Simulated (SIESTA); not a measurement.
# KCl (Sylvite) under changes of volume

One of the cells (31.774 Å³/atom); the others are scaled copies at fixed shape and fractional positions:

```
CELL_PARAMETERS angstrom
0.00000 3.16731 3.16731
3.16731 0.00000 3.16731
3.16731 3.16731 0.00000
ATOMIC_POSITIONS crystal
K 0.00000 0.00000 0.00000
Cl 0.50000 0.50000 0.50000
```

- Program: SIESTA 5.4.2
- Functional: PBEsol
- Potentials or basis: PseudoDojo 0.4 standard (PBEsol files)
- Basis: DZP (energy shift 0.003 Ry; two zetas on semicore shells; d shell added on K)
- Grid cutoff: 800 Ry
- Energy shift: 0.003 Ry
- k mesh: 7 × 7 × 7
- Occupations: fermi-dirac, width 0.05 eV
- Spin: no spin polarisation

| volume (Å³/atom) | energy over the lowest point (meV/atom) | pressure (GPa) | gap on the mesh (eV) |
| --- | --- | --- | --- |
| 29.282 | 2.08 | 0.7 | 5.28 |
| 29.905 | ? | ? | ? |
| 30.528 | 0.00 | -0.1 | 5.14 |
| 31.774 | 3.69 | -0.8 | 5.01 |
| 32.397 | 7.29 | -1.0 | 4.94 |
| 33.020 | 11.87 | -1.3 | 4.89 |

Question: What does the run at 29.905 Å³/atom give?

Answer: Energy over the lowest point 0.22 meV/atom; pressure 0.3 GPa; gap on the mesh 5.21 eV.

Worked out: A Birch-Murnaghan fit of order 3 (a polynomial in V^(-2/3)) to the other rows has its minimum at 30.31 Å³/atom with B0 = V·E''(V) = 18.8 GPa and B' = 5.1. It gives 0.23 meV/atom at 29.905 Å³/atom, against the run's 0.22, and -dE/dV = 0.3 GPa, against 0.3. A straight line through the other rows of the gap, of slope -3.28 eV per unit of ln V (its deformation potential), gives 5.21 eV, against the run's 5.21.

Energies are extrapolated to zero smearing.

Caveats: the basis of atomic orbitals isn't converged, which shifts pressures, moduli and gaps; an odd mesh through Γ misses points on the zone boundary, where band edges often lie (some runs).
